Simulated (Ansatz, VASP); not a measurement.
**One calculation of Au, two programs**

Contents of INCAR:

```
SYSTEM = Au
ALGO = Normal
EDIFF = 1E-6
ENCUT = 520
ISIF = 2
ISMEAR = -1
LASPH = .True.
LCHARG = .False.
LREAL = .False.
LWAVE = .False.
NBANDS = 18
NELM = 80
PREC = Accurate
SIGMA = 0.05
```

Contents of KPOINTS:

```
k-points
0
Gamma
  11 11 6
  0 0 0
```

The input POSCAR:

```
Au
1.0
    1.3824996368     -2.5037564861      0.0000000000
    1.3824996368      2.5037564861      0.0000000000
    0.0000000000      0.0000000000      4.7932809775
Au
2
Direct
    0.3346720300      0.6653279700      0.2500000000
    0.6653279700      0.3346720300      0.7500000000
```

The input input.yaml:

```yaml
crystal:
  lattice:
    - [1.3824996368, -2.5037564861, 0.0]
    - [1.3824996368, 2.5037564861, 0.0]
    - [0.0, 0.0, 4.7932809775]
  atoms:
    - { symbol: Au, position: [0.33467203, 0.66532797, 0.25] }
    - { symbol: Au, position: [0.66532797, 0.33467203, 0.75] }
kpoints:
  mp_grid: { grid: [11, 11, 6] }
scf:
  occupations: { method: fermi_dirac, width: 0.05 }
hamiltonian:
  xc: lda
  pseudopotentials: { kind: all_electron, lapw: { basis_error: 0.001 } }
output:
  forces: true
  stress: true
  eigenvalues: true
```

Change from the starting cell: volume scaled by 0.94.

Alike in both runs: task single point; functional LDA; k mesh 11 × 11 × 6; occupations fermi-dirac, width 0.05 eV; no spin polarisation.

```csv
,VASP,Ansatz
version,VASP 6.6.1,Ansatz 0.2.0
potentials or method,"VASP PAW LDA potentials, release 64 (Au)","all-electron LAPW, scalar-relativistic"
plane-wave cutoff (eV),520,see its input
```

Ansatz gave:

- gap on the k mesh at the Fermi level (eV): none
- pressure (GPa): 0.4
- largest component of the traceless stress (GPa): 3.57
- rms of the force components (eV/Å): 0.021

Problem. Estimate VASP's values.

Solution. gap on the k mesh at the Fermi level (eV): none; pressure (GPa): 0.9; largest component of the traceless stress (GPa): 3.68; rms of the force components (eV/Å): 0.021.

Atom by atom the forces differ by 0.001 eV/Å (rms over components). A gap of «none» marks a metal or a gap that the smearing closes. Ansatz ran all-electron here, so the differences hold the error of VASP's frozen core and of both bases.

Spin-orbit coupling is left out, which matters for the levels of Au.
